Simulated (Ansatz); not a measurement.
# 1T-PbSTe monolayer in a perpendicular field, part 3 of 3

Wanted: the out-of-plane response of the 1T-PbSTe monolayer. A positive field points along +c.

Ansatz 0.2.0; plane-wave DFT, PBE-D3(BJ), Ansatz PAW (set soft_1); PAW set soft_1.

So far. Step 3 (Atoms held, field 0): The work function of the upper face is 5.95 eV. Step 4 (Atoms held, field 0.1 V/Å): The dipole is -0.00896 e·Å, 0.0432 e·Å from its value without field.

### 5. Atoms held, field -0.1 V/Å

File input.yaml:

```yaml
crystal:
  lattice:
    - [3.7706154699, 0.0, 0.0]
    - [-1.8853077349, 3.2654487848, 0.0]
    - [0.0, 0.0, 22.0508256065]
  atoms:
    - { symbol: Te, position: [0.6666666667, 0.3333333333, 0.4081479832] }
    - { symbol: Pb, position: [0.0, 0.0, 0.5216567991] }
    - { symbol: S, position: [0.3333333333, 0.6666666667, 0.5918520168] }
kpoints:
  mp_grid: { grid: [18, 18, 1] }
  band_path:
    path: [[0, 0, 0], [0.5, 0, 0], [0.33333333, 0.33333333, 0], [0, 0, 0]]
    npoints: 16
hamiltonian:
  xc: pbe
  dispersion: d3bj
  pseudopotentials: { kind: paw, azcp: { folder: soft_1 } }
scf:
  occupations: { method: fermi_dirac, width: 0.02585 }
  convergence: { dr2_threshold: 1.0e-10 }
efield:
  axis: 3
  dipole_correction: true
  ramp_position: 0.9433
  ramp_width: 0.0984
  amplitude: -0.1
output:
  write_potential: true
  write_density: true
  volumetric_format: npy
```

On the command line:

```
$ ansatz run input.yaml --threads 2 --pin off --max-ram 3072MiB --backend cpu --events-out ev --progress --plain --runs-dir out
```

Numbers of over 12 decimals in the logs are rounded to 6 here.

Output:

```text
[...]
Crystal: 3 atoms, lattice volume = 271.506 Å³
Basis set: ecut = 420 eV, 5341 PW (Γ)
Bands: 22, of which v1, the nominal top of the filled ones, is band 18 counted from 1 (17 counted from 0)
Symmetry: 6 space group operations
[...]
k-points: 37 of 324 (time reversal used)
[...]
--- Band table (eV; the first three rows and the last of 37) ---
  k-point 0: bands = [... 14 lower, -2.1375, -2.1375, -1.1658, 0.0555, 0.0555, 2.1735, 3.7709, 3.7709]
  k-point 1: bands = [... 14 lower, -2.3684, -2.1746, -1.0695, -0.1842, 0.0020, 2.3199, 3.4793, 3.7997]
  k-point 2: bands = [... 14 lower, -2.8295, -2.2790, -1.1530, -0.5604, -0.1428, 2.5577, 3.0650, 3.8631]
  k-point 36: bands = [... 14 lower, -4.4423, -4.3689, -3.2075, -2.2762, -1.8485, 1.8968, 2.1314, 3.7226]
[key lines of the parts left out:]
SCF converged after 11 iterations
Free energy (F): -19791.498652 eV
Fermi energy:    -1.262238 eV
Dipole field:    D = -0.063601 V/Å  (p = -0.095429 e·Å, saw-weighted, corrected)
```

It took 20 s on 2 threads of Arm Neoverse V2, shared host; peak memory 0.57 GiB.

The dipole is -0.0954 e·Å, -0.0432 e·Å from its value without field.

### 6. Response, atoms held

This step: plane-wave DFT, PBE-D3(BJ), Ansatz PAW (set soft_1); response to a field along the normal, atoms held; PAW set soft_1 (Ansatz 0.2.0).

The dipoles give the slope, and the difference of two potentials shows where the field is screened.

Numbers from this step:

| Quantity | Value |
| --- | --- |
| equivalent conductor thickness p/(ε₀AE) | 6.354 Å |
| distance between the outer atoms | 4.051 Å |

Dipole of the cell against applied field:

```
applied field (V/Å)  dipole of the cell (e·Å)
            -0.1000                   -0.0954
             0.0000                   -0.0522
             0.1000                  -0.00896
```

Local field over the applied field, running mean. From the potentials at -0.1 and 0.1 V/Å; running mean over 2.5 Å. Local field over applied field against z:

```
z (Å)  local field over applied field
 4.12                           0.999
 4.56                           0.997
 4.85                           0.995
 5.29                           0.986
 5.59                           0.975
 6.03                           0.940
 6.32                           0.899
 6.76                           0.798
 7.06                           0.706
 7.50                           0.551
 7.79                           0.445
 8.23                           0.294
 8.53                           0.202
 8.97                          0.0897
 9.41                          0.0299
 9.70                          0.0171
10.14                          0.0150
10.44                          0.0150
10.88                          0.0133
11.17                          0.0154
11.61                          0.0266
11.91                          0.0356
12.35                          0.0557
12.64                          0.0885
13.08                           0.185
13.52                           0.326
13.82                           0.431
14.26                           0.590
14.55                           0.694
14.99                           0.831
15.29                           0.897
15.73                           0.957
16.02                           0.977
16.46                           0.991
16.76                           0.996
17.20                           0.999
17.49                           0.999
17.93                           1.000
```

Electrons, planar mean, per unit field. Table of induced electron density by z:

z (Å), induced electron density (e/Å³ per V/Å) and a bar from the least value:
```
     4.12    0.00000 ###############
     4.56    0.00001 ###############
     4.85    0.00002 ###############
     5.29    0.00006 ###############
     5.59    0.00012 ################
     6.03    0.00029 ################
     6.32    0.00052 #################
     6.76    0.00115 ####################
     7.06    0.00186 #######################
     7.50    0.00318 ############################
     7.79    0.00366 ##############################
     8.23    0.00231 #########################
     8.53    0.00093 ###################
     8.97    0.00030 ################
     9.41    0.00042 #################
     9.70    0.00065 ##################
    10.14   -0.00021 ##############
    10.44   -0.00067 ############
    10.88   -0.00052 #############
    11.17    0.00000 ###############
    11.61    0.00057 #################
    11.91    0.00038 #################
    12.35   -0.00037 ##############
    12.64   -0.00074 ############
    13.08   -0.00066 #############
    13.52   -0.00266 ####
    13.82   -0.00376 
    14.26   -0.00309 ###
    14.55   -0.00206 #######
    14.99   -0.00093 ###########
    15.29   -0.00051 #############
    15.73   -0.00020 ##############
    16.02   -0.00010 ###############
    16.46   -0.00003 ###############
    16.76   -0.00002 ###############
    17.20   -0.00001 ###############
    17.49    0.00000 ###############
    17.93    0.00000 ###############
```

By hand: between -0.1 and 0.1 V/Å the dipole changes by 0.08646 e·Å, a slope of 0.4323 e·Å²/V. A perfect conductor of thickness t has p = ε₀AEt, so t = 180.95 × 0.4323 / 12.313 = 6.35 Å (e/ε₀ = 180.95 V·Å, A in Å²).

The induced dipole is that of a conductor 6.35 Å thick.

### 7. What came out

| Item | Value |
| --- | --- |
| gap without field | none |
| work function, upper face | 5.95 eV |
| step between the vacuum levels | 0.767 eV |
| equivalent conductor thickness, atoms held | 6.35 Å |

What this shows: The induced dipole equals that of a perfect conductor 6.35 Å thick, while the outer atoms lie 4.05 Å apart. The two faces differ: the vacuum level above lies 0.77 eV higher than the one below. There is no gap over 0.03 eV, with or without the field. Spin-orbit coupling is left out, which matters for the bands of elements this heavy.

[Logs are printed without paths, hosts, clocks, repeated set-up lines and the standing remarks that a program may print on its own settings, such as how far it seeks lower states.]

[Hosts, paths, dates, database ids (printed as entryN), source tags and the programs' standing remarks are cut or masked in the printed files.]

[Maps of the electrostatic potential energy from Ansatz leave out the sawtooth potential of an applied field or a dipole correction, so their vacuum need not be flat; planar profiles and work functions include it.]
